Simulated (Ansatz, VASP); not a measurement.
Two plane-wave programs on Ta

Contents of INCAR:

```
SYSTEM = Ta
ALGO = Normal
EDIFF = 1E-6
ENCUT = 520
GGA = PE
ISIF = 2
ISMEAR = -1
LASPH = .TRUE.
LCHARG = .FALSE.
LREAL = .FALSE.
LWAVE = .FALSE.
NBANDS = 12
NELM = 60
PREC = Accurate
SIGMA = 0.1
```

File KPOINTS:

```
k-points
0
G
  14 14 14
  0 0 0
```

POSCAR

```
Ta
1.0
    0.0000000000      2.0536225657      2.0536225657
    2.0536225657      0.0000000000      2.0536225657
    2.0536225657      2.0536225657      0.0000000000
Ta
1
Direct
    0.0000000000      0.0000000000      0.0000000000
```

Input for Ansatz:

```yaml
crystal:
  lattice:
    - [0.0, 2.0536225657, 2.0536225657]
    - [2.0536225657, 0.0, 2.0536225657]
    - [2.0536225657, 2.0536225657, 0.0]
  atoms:
    - { symbol: Ta, position: [0.0, 0.0, 0.0] }
hamiltonian:
  xc: pbe
  pseudopotentials:
    kind: paw
    azcp:
      Ta: "pseudopotentials/Ta.paw.azcp"
basis:
  ecutwfc: 420
  fft_grid_basis: typed
kpoints:
  mp_grid: { grid: [14, 14, 14], shift: [0, 0, 0] }
magnetization:
  spin_polarized: false
scf:
  occupations: { method: fermi_dirac, width: 0.1 }
  lower_state_search: "off"
output:
  stress: true
  write_density: true
  write_potential: true
  elf: true
  volumetric_format: npy
```

Alike in both runs: task single point; functional PBE; k mesh 14 × 14 × 14; occupations fermi-dirac, width 0.1 eV; no spin polarisation.

|  | VASP | Ansatz |
| --- | --- | --- |
| version | VASP 6.6.1 | Ansatz 0.2.0 |
| potentials or method | VASP PAW PBE potentials, release 64 (Ta_pv) | plane waves (420 eV) with PAW, scalar-relativistic |
| plane-wave cutoff (eV) | 520 | 420 |
| valence electrons in the cell | 11 | 13 |

```csv
,VASP,Ansatz,Ansatz less VASP
pressure (GPa),18.7,18.6,-0.15
```

With one functional, cell and mesh, what is left measures potentials, basis and numerics. The two sets of potentials don't hold the same shells in valence.

Caveats: so large a pressure means that the cell lies far from this level's equilibrium, or that cutoff or potentials fall short (VASP). The runs have no spin-orbit coupling, so splittings on Ta are missing.
